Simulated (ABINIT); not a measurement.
The system is Sn.

```
CELL_PARAMETERS angstrom
-2.02919 2.02919 1.66076
2.02919 -2.02919 1.66076
2.02919 2.02919 -1.66076
ATOMIC_POSITIONS crystal
Sn 0.00000 0.00000 0.00000
```

This isn't the form of Sn at room conditions, which is tetragonal (white tin).

Program: ABINIT 10.8.3 (patched build). Alike in all runs: task single point; potentials or basis JTH PAW PBE v2.0; no spin polarisation; cell as given; k mesh 10 × 10 × 10; cutoff (eV) 707; smearing fermi-dirac 0.05 eV.

Task: Order these runs on this cell by their pressure, lowest first.
A. level PW91
B. level PBEsol
C. level BLYP

Result: B (-2.3 GPa), A (0.6 GPa), C (5.2 GPa).

Caveats: the PAW data sets were made with another functional, which shifts forces and pressure a little.

Runs at the PBE level aren't shown here.
